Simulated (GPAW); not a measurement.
Rh:

```
Rh
1.0
     0.00000    1.89785    1.89785
     1.89785    0.00000    1.89785
     1.89785    1.89785    0.00000
Rh
1
Direct
  0.00000 0.00000 0.00000
```

Program: GPAW 26.7.0. Alike in all runs: task band structure; no spin polarisation; cell as given; k mesh 12 × 12 × 12; cutoff (eV) 600; smearing fermi-dirac 0.05 eV.

**Question.** Order these runs on this cell by their pressure, lowest first.
A. level PBE; potentials or basis GPAW PAW data sets (gpaw-data 1.2.1), pw; band points 60
B. level RPBE; potentials or basis the program's PAW data sets (release 1.2.1) made for this functional, pw; band points 100
C. level PBEsol; potentials or basis PAW data sets generated in the run's folder for this functional, pw; band points 60

**Answer.** C (-1.4 GPa), A (9.3 GPa), B (14.5 GPa).
